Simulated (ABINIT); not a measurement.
# In (I4/mmm) in ABINIT: a series of runs, part 2 of 2

ABINIT 10.8.3 (patched build).

## Step 3: Band structure, PBE, spin-orbit coupling, no magnetisation

The input, run.abi:

```
ndtset 2

pp_dirpath "./"
pseudos "In.GGA_PBE-JTH.xml"

acell 3.376906444 3.376906444 3.376906444 Angstrom
rprim
    -0.4813488401     0.4813488401     0.7325343598
     0.4813488401    -0.4813488401     0.7325343598
     0.4813488401     0.4813488401    -0.7325343598
ntypat 1
znucl 49
natom 1
typat 1
xred
     0.0000000000     0.0000000000     0.0000000000

ecut 22.0
pawecutdg 44.0
pawxcdev 0

ixc 11

occopt 3
tsmear 0.00183747

nspinor 2
nspden 1
pawspnorb 1

nstep 100

iomode 3
prtwf 0
prteig 0
prtebands 0
prtden1 1

kptopt1 4
ngkpt1 11 11 11
nshiftk1 1
shiftk1 0.0 0.0 0.0
nband1 22
tolvrs1 1.0e-9

iscf2 -2
getden2 1
nband2 34
nbdbuf2 8
tolwfr2 1.0e-11
kptopt2 -10
ndivsm2 5
prteig2 1
prtvol2 -3
kptbounds2
     0.0000000000     0.0000000000     0.0000000000
     0.0000000000     0.0000000000     0.5000000000
    -0.2158906645     0.2158906645     0.5000000000
    -0.3579453323     0.3579453323     0.3579453323
     0.0000000000     0.0000000000     0.0000000000
     0.5000000000     0.5000000000    -0.5000000000
     0.3579453323     0.6420546677    -0.3579453323
     0.0000000000     0.5000000000     0.0000000000
     0.2500000000     0.2500000000     0.2500000000
     0.5000000000     0.5000000000    -0.2158906645
     0.5000000000     0.5000000000    -0.5000000000
```

Potentials or basis: JTH PAW PBE v2.0.

On the command line:

```bash
abinit run.abi > log 2>&1
```

run.abo:

```text
.Version 10.8.3 of ABINIT
 DATASET    1 : space group I4 2 2 (# 97); Bravais tI (body-center tetrag.)
================================================================================
 Values of the parameters that define the memory need for DATASET  1.
     intxc =       0    ionmov =       0      iscf =      17    lmnmax =      18
     lnmax =       6     mgfft =      30  mpssoang =       3    mqgrid =    3001
     natom =       1  nloc_mem =       2    nspden =       1   nspinor =       2
    nsppol =       1      nsym =       8    n1xccc =       1    ntypat =       1
    occopt =       3   xclevel =       2
       mpw =         901          nfft =       27000          nkpt =         176
 PAW method is used; the additional fine FFT grid is defined by:
   mgfftf=        40    nfftf =     64000
================================================================================
================================================================================

 DATASET    2 : space group I4 2 2 (# 97); Bravais tI (body-center tetrag.)
================================================================================
 Values of the parameters that define the memory need for DATASET  2.
     intxc =       0    ionmov =       0      iscf =      -2    lmnmax =      18
     lnmax =       6     mgfft =      30  mpssoang =       3    mqgrid =    3001
     natom =       1  nloc_mem =       2    nspden =       1   nspinor =       2
    nsppol =       1      nsym =       8    n1xccc =       1    ntypat =       1
    occopt =       3   xclevel =       2
       mpw =         901          nfft =       27000          nkpt =          84
 PAW method is used; the additional fine FFT grid is defined by:
   mgfftf=        40    nfftf =     64000
================================================================================
================================================================================

--------------------------------------------------------------------------------
------------- Echo of variables that govern the present computation ------------
--------------------------------------------------------------------------------
 -outvars: echo values of preprocessed input variables --------
[... 1333 lines left out ...]
 Mean square residual over all n,k,spin=   37.023E-13; max=  99.969E-13
 reduced coordinates (array xred) for    1 atoms
       0.000000000000      0.000000000000      0.000000000000

 cartesian coordinates (angstrom) at end:
    1      0.00000000000000     0.00000000000000     0.00000000000000
 length scales=  6.381428331973  6.381428331973  6.381428331973 bohr
              =  3.376906444000  3.376906444000  3.376906444000 angstroms
 Eigenvalues (hartree) for nkpt=  84  k points:
 kpt#   1, nband= 34, wtk=  1.00000, kpt=  0.0000  0.0000  0.0000 (reduced coord)
  -0.33898   -0.33898   -0.33831   -0.33831   -0.30977   -0.30977   -0.30635   -0.30635
  -0.30435   -0.30435   -0.13521   -0.13521    0.58111    0.58111    0.61392    0.61392
   0.61865    0.61865    0.64403    0.64403    0.72823    0.72823    0.73213    0.73213
   0.73579    0.73579    0.78174    0.78174    0.80521    0.80521    0.90738    0.90799
   0.90839    0.91586
 kpt#   2, nband= 34, wtk=  1.00000, kpt=  0.0000  0.0000  0.0417 (reduced coord)
  -0.33887   -0.33887   -0.33827   -0.33827   -0.30966   -0.30966   -0.30630   -0.30630
  -0.30441   -0.30441   -0.13326   -0.13326    0.57087    0.57087    0.60151    0.60151
   0.60558    0.60558    0.63339    0.63339    0.74388    0.74388    0.74720    0.74720
   0.75170    0.75170    0.78402    0.78402    0.81197    0.81197    0.87616    0.87618
   0.91450    0.91494
 kpt#   3, nband= 34, wtk=  1.00000, kpt=  0.0000  0.0000  0.0833 (reduced coord)
  -0.33859   -0.33859   -0.33816   -0.33816   -0.30937   -0.30937   -0.30610   -0.30610
  -0.30456   -0.30456   -0.12740   -0.12740    0.54572    0.54572    0.57163    0.57163
   0.58154    0.58154    0.61177    0.61177    0.77792    0.77792    0.77986    0.77986
   0.78710    0.78710    0.79098    0.79098    0.79440    0.79440    0.86175    0.86175
[... 473 lines left out ...]
   1.04548    1.04548    1.11015    1.11015    1.14779    1.14779    1.18142    1.18190
   1.18947    1.19655
 kpt#  83, nband= 34, wtk=  1.00000, kpt=  0.5000  0.5000 -0.4594 (reduced coord)
  -0.34034   -0.34034   -0.33716   -0.33716   -0.30682   -0.30682   -0.30483   -0.30483
  -0.29664   -0.29664    0.10961    0.10961    0.11922    0.11922    0.37105    0.37105
   0.38412    0.38412    0.53182    0.53182    0.53327    0.53327    1.04255    1.04255
   1.10398    1.10398    1.12015    1.12015    1.14095    1.14095    1.20434    1.20553
   1.20739    1.20866
 kpt#  84, nband= 34, wtk=  1.00000, kpt=  0.5000  0.5000 -0.5000 (reduced coord)
  -0.34053   -0.34053   -0.33724   -0.33724   -0.30678   -0.30678   -0.30477   -0.30477
  -0.29643   -0.29643    0.10838    0.10838    0.11694    0.11694    0.38209    0.38209
   0.39658    0.39658    0.51749    0.51749    0.51782    0.51782    1.05884    1.05884
   1.12709    1.12709    1.14172    1.14172    1.14273    1.14273    1.21767    1.21843
   1.22012    1.22113

== END DATASET(S) ==============================================================
================================================================================

 -outvars: echo values of variables after computation  --------
            acell      6.3814283320E+00  6.3814283320E+00  6.3814283320E+00 Bohr
           etotal1    -5.8040155883E+01
            fcart1    -0.0000000000E+00 -0.0000000000E+00 -0.0000000000E+00
            rprim     -4.8134884010E-01  4.8134884010E-01  7.3253435980E-01
                       4.8134884010E-01 -4.8134884010E-01  7.3253435980E-01
                       4.8134884010E-01  4.8134884010E-01 -7.3253435980E-01
           strten1    -7.0472546606E-05 -7.0472546606E-05 -5.6139636054E-05
                       0.0000000000E+00  0.0000000000E+00  0.0000000000E+00
 Calculation completed.
```

Wall time 3.7 min (1 thread of Arm Neoverse V2, shared host); peak memory 0.23 GiB.

Results:

| Item | Value |
| --- | --- |
| Free energy | -1579.3531 eV |
| Pressure | 1.9 GPa |
| Band gap on the k mesh | none (metal or under the smearing width) |
| Valence electrons inside the program's atomic spheres | In 11.12 (radii [1.3264] Å) |

Levels at the corners of the path, in eV from the Fermi level:
| point | band 10 | band 11 | band 12 | band 13 | band 14 | band 15 | band 16 | band 17 | band 18 | band 19 |
| --- | --- | --- | --- | --- | --- | --- | --- | --- | --- | --- |
| Γ | -14.18 | -9.58 | -9.58 | 9.91 | 9.91 | 10.81 | 10.81 | 10.93 | 10.93 | 11.63 |
| X | -13.95 | -2.01 | -2.01 | -1.67 | -1.67 | 3.42 | 3.42 | 3.99 | 3.99 | 7.01 |
| Y | -14.07 | -1.69 | -1.69 | -0.34 | -0.34 | 0.14 | 0.14 | 1.32 | 1.32 | 12.91 |
| S | -14.07 | -2.54 | -2.54 | -1.26 | -1.26 | -0.53 | -0.53 | 6.12 | 6.12 | 8.95 |
| Γ | -14.18 | -9.58 | -9.58 | 9.91 | 9.91 | 10.81 | 10.81 | 10.93 | 10.93 | 11.63 |
| Z | -13.97 | -2.95 | -2.95 | -2.72 | -2.72 | 4.50 | 4.50 | 4.89 | 4.89 | 8.18 |
| S1 | -14.07 | -2.54 | -2.54 | -1.26 | -1.26 | -0.53 | -0.53 | 6.12 | 6.12 | 8.95 |
| N | -14.04 | -4.33 | -4.33 | -3.42 | -3.42 | 7.45 | 7.45 | 9.16 | 9.16 | 11.14 |
| P | -14.03 | -1.27 | -1.27 | -0.25 | -0.25 | 0.05 | 0.05 | 1.72 | 1.72 | 12.38 |
| Y1 | -14.07 | -1.69 | -1.69 | -0.34 | -0.34 | 0.14 | 0.14 | 1.32 | 1.32 | 12.91 |
| Z | -13.97 | -2.95 | -2.95 | -2.72 | -2.72 | 4.50 | 4.50 | 4.89 | 4.89 | 8.18 |
